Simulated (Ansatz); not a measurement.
**TiC stretched along one axis: stress**

Cell: a COD entry, whose atoms a relaxation with PBE at fixed cell left in place.

```xyz
2
Lattice="0.0000 2.1640 2.1640 2.1640 0.0000 2.1640 2.1640 2.1640 0.0000" Properties=species:S:1:pos:R:3 pbc="T T T"
Ti    0.0000    0.0000    0.0000
C     2.1640    2.1640    2.1640
```

Atoms are numbered from 1 in the order listed; like atoms form one site, named after its first atom.

The numbers come from a DFT calculation in Ansatz (PBE, plane waves and PAW, scalar-relativistic, 420 eV cutoff, Γ-centred 18×18×18 k-points, Fermi–Dirac smearing 0.05 eV).

The cell is stretched along z (the third Cartesian axis of the run's cell), x and y held, and the ions relax again each time. Tension counts as positive.

```
strain along z (%)  stress along z (GPa)  stress along x (GPa)
                -3                 -19.2                  -4.7
                -2                 -12.4                  -3.4
                -1                  -6.3                  -2.1
                 0                  -0.9                  -0.9
                +1                   4.0                   0.3
                +2                   8.4                   1.5
                +3                     ?                     ?
```

Q: Estimate the row at +3 % from the others.

A: stress along z (GPa): 12.2; stress along x (GPa): 2.6. Worked: parabolas through the other 6 rows give 12.0 and 2.6 GPa at +3 %. Their slopes at zero strain are 521 GPa (C₁₁) and 122 GPa (C₁₂).

All values belong to this cell and structure model.
